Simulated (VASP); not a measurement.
Wanted: the native input for a VASP 6.6.1 run.

```
Task                   : single point
Functional             : PBE
Potentials or basis    : VASP PAW PBE potentials, release 64 (Sb, Se)
Cutoff                 : 520 eV
k mesh                 : 12 × 12 × 12
Occupations            : fermi-dirac, width 0.15 eV
Spin                   : no spin polarisation
Dipole correction      : no
Further INCAR settings : ALGO = Normal; EDIFF = 1e-07; NBANDS = 12
```

The structure of SbSe lies in POSCAR:

```
SbSe
1.0
    0.0000000000      3.0015686897      3.0015686897
    3.0015686897      0.0000000000      3.0015686897
    3.0015686897      3.0015686897      0.0000000000
Sb Se
1 1
Direct
    0.0000000000      0.0000000000      0.0000000000
    0.5000000000      0.5000000000      0.5000000000
```

The cell comes from a database or a generator and needn't be the stable form of this composition.

The cell isn't the ideal one: cell and atoms relaxed tightly for response.

One way to write it, as run:

INCAR

```
SYSTEM = SbSe
  ALGO = Normal
  EDIFF = 1E-7
  ENCUT = 520
  GGA = PE
  ISIF = 2
  ISMEAR = -1
  LASPH = .True.
  LCHARG = .False.
  LREAL = .False.
  LWAVE = .False.
  NBANDS = 12
  NELM = 100
  PREC = Accurate
  SIGMA = 0.15
```

KPOINTS

```
k-points
0
Gamma
  12 12 12
  0 0 0
```

Potentials or basis: VASP PAW PBE potentials, release 64 (Sb, Se).

Launch:

```bash
$ cat potpaw_PBE.64/Sb/POTCAR potpaw_PBE.64/Se/POTCAR > POTCAR
$ mpirun -np 1 vasp_std > vasp.out
```

Results of the run:

| Quantity | Value |
| --- | --- |
| Pressure | -0.1 GPa |
| Band gap on the k mesh | none (metal or under the smearing width) |

Wall time 12 s on 1 thread of Intel(R) Xeon(R) 6975P-C (Granite Rapids) (shared host), peak memory 0.2 GiB.
